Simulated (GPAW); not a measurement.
SiNi3:

```xyz
4
Lattice="3.5420 0.0000 0.0000 0.0000 3.5420 0.0000 0.0000 0.0000 3.5420" Properties=species:S:1:pos:R:3 pbc="T T T"
Ni    1.7710    1.7710    0.0000
Ni    1.7710    0.0000    1.7710
Ni    0.0000    1.7710    1.7710
Si    0.0000    0.0000    0.0000
```

| Property | Result |
| --- | --- |
| Program | GPAW 26.7.0 |
| Task | relaxation of cell and atoms |
| Functional | PBEsol |
| Dispersion | D3(BJ) |
| Potentials or basis | PAW data sets generated in the run's folder for this functional |
| Cutoff | 600 eV |
| Basis | pw |
| k mesh | 6 × 6 × 6 |
| Occupations | fermi-dirac, width 0.05 eV |
| Spin | collinear spin, ferromagnetic start |
| Starting moments | [1.0, 1.0, 1.0, 0.0] μB |

At the start: pressure -18.1 GPa; volume 11.11 Å³/atom.

Question: Where does the relaxation end?

Answer: Over 4 steps the energy falls by 55.5 meV/atom and the volume is 10.21 Å³/atom (-8.1 %); space group Pm-3m (No. 221, to 0.05 Å); moment 0.00 μB per cell.

The path:
```tsv
step	energy change (eV)	largest force (eV/Å)	pressure (GPa)	volume (Å³)
1	0.0000	0.0000	-18.09	44.44
2	-0.0628	0.0000	-15.74	43.84
3	-0.2189	0.0000	2.62	40.42
4	-0.2221	0.0000	-0.26	40.86
```

Final structure:
```xyz
4
Lattice="3.4442 0.0000 0.0000 0.0000 3.4442 0.0000 0.0000 0.0000 3.4442" Properties=species:S:1:pos:R:3 pbc="T T T"
Ni    1.7221    1.7221    0.0000
Ni    1.7221    0.0000    1.7221
Ni    0.0000    1.7221    1.7221
Si    0.0000    0.0000    0.0000
```

Caveat: each step starts from the last one's moments, so a moment once lost doesn't come back; the stock nickel data set gives pressures a few GPa off other programs; later steps reuse the first step's grids; pairwise dispersion overbinds metals, which lowers pressure and volume.
